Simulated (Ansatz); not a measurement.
Crystal: GaAs.

```
Ga As
1.0
     3.60640    0.00000    0.00000
    -1.80320    3.12324    0.00000
     0.00000    0.00000    3.57319
Ga As
1 1
Direct
  0.33333 0.66667 0.50000
  0.00000 0.00000 0.00000
```

The cell was built by a generator and needn't be a form met in nature.

```yaml
Program: Ansatz 0.2.0
Task: relaxation of cell and atoms
Functional: HSE06
Potentials_or_basis: Ansatz PAW
Cutoff: "420 eV (not typed: the program's choice for these potentials)"
k_mesh: 5 × 5 × 4
Occupations: fermi-dirac, width 0.05 eV
Spin: no spin polarisation
```

At the start: volume 20.12 Å³/atom.

Problem. Where does the relaxation end?

Solution. It ends after 10 steps and the volume is 20.46 Å³/atom (+1.7 %); space group P-6m2 (No. 187, to 0.05 Å).

The path:
```csv
step,energy change (eV),largest force (eV/Å),volume (Å³)
1,0.0000,0.0000,40.25
2,-0.0919,0.0000,38.81
3,-0.1978,0.0000,39.31
4,-0.3360,0.0000,39.00
5,-0.3451,0.0000,40.15
6,-0.3601,0.0000,40.89
7,-0.3603,0.0000,40.90
8,-0.3614,0.0000,40.90
9,-0.3614,0.0000,40.93
10,-0.3614,0.0000,40.93
```

Final structure:
```cif
data_structure
_symmetry_space_group_name_H-M 'P 1'
_symmetry_Int_Tables_number 1
_cell_length_a 3.9446
_cell_length_b 3.9446
_cell_length_c 3.0373
_cell_angle_alpha 90.000
_cell_angle_beta 90.000
_cell_angle_gamma 120.000
_cell_volume 40.93
loop_
_atom_site_label
_atom_site_type_symbol
_atom_site_fract_x
_atom_site_fract_y
_atom_site_fract_z
_atom_site_occupancy
Ga1 Ga 0.33333 0.66667 0.50000 1
As1 As 0.00000 0.00000 0.00000 1
```

Caveat: the k mesh is coarse (spacing up to 0.44 Å⁻¹), so the values aren't converged, least of all with exact exchange; the plane-wave basis is chosen anew once the cell has moved, so the energies of steps on either side of that aren't comparable; the PAW data sets come from PBE, with cores solved anew for the run's functional, which leaves a small shift of forces and pressure.
